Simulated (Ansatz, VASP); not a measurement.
**Two plane-wave programs on Ta**

INCAR

```
PREC = Accurate ; ENCUT = 600
EDIFF = 1E-6 ; ISMEAR = 0
SIGMA = 0.1 ; LREAL = F
LASPH = T ; NELM = 60
ALGO = Fast ; ISIF = 3
LWAVE = F ; LCHARG = F
GGA = PE ; IVDW = 12
IBRION = 2 ; NSW = 100
EDIFFG = -0.005
```

KPOINTS

```
regular mesh
0
Gamma
  18 18 18
```

POSCAR

```
Ta
1.0
   -1.6512800000      1.6512800000      1.6512800000
    1.6512800000     -1.6512800000      1.6512800000
    1.6512800000      1.6512800000     -1.6512800000
Ta
1
Direct
    0.0000000000      0.0000000000      0.0000000000
```

Input for Ansatz:

```yaml
crystal:
  lattice:
    - [-1.65128, 1.65128, 1.65128]
    - [1.65128, -1.65128, 1.65128]
    - [1.65128, 1.65128, -1.65128]
  atoms:
    - { symbol: Ta, position: [0.0, 0.0, 0.0] }
basis:
  ecutwfc: 420
kpoints:
  mp_grid: { grid: [18, 18, 18] }
hamiltonian:
  xc: pbe
  dispersion: d3bj
scf:
  occupations: { method: gaussian, width: 0.1 }
output:
  forces: true
  stress: true
  eigenvalues: true
  write_density: true
  write_potential: true
  elf: true
  volumetric_format: npy
relax:
  adjacent_minimum: "off"
  f_tol: 0.005
  max_steps: 80
  cell: { stress_tol: 0.05 }
```

Alike in both runs: task relaxation of cell and atoms; functional PBE; dispersion D3(BJ); k mesh 18 × 18 × 18; occupations gaussian, width 0.1 eV; no spin polarisation.

|  | VASP | Ansatz |
| --- | --- | --- |
| version | VASP 6.6.1 | Ansatz 0.2.0 |
| potentials or method | VASP PAW PBE potentials, release 64 (Ta_pv) | scalar-relativistic, plane waves, PAW |
| plane-wave cutoff (eV) | 600 | 420 |
| valence electrons in the cell | 11 | 13 |

Ansatz gave:

| Property | Result |
| --- | --- |
| gap on the k mesh at the Fermi level, each at its own relaxed structure (eV) | none |
| relaxed volume (Å³/atom) | 17.72 |
| relaxed cell length with the largest relative difference (Å) | 2.845 |
| energy change over the relaxation (meV/atom) | -3 |

Task: Which values does VASP return?

Result: gap on the k mesh at the Fermi level, each at its own relaxed structure (eV): none; relaxed volume (Å³/atom): 17.74; relaxed cell length with the largest relative difference (Å): 2.846; energy change over the relaxation (meV/atom): -3.

A gap of «none» marks a metal or a gap that the smearing closes. The two sets of potentials don't hold the same shells in valence.

Caveats: pairwise dispersion overbinds metals, which lowers pressure and volume. Spin-orbit coupling is left out, which matters for the levels of Ta.
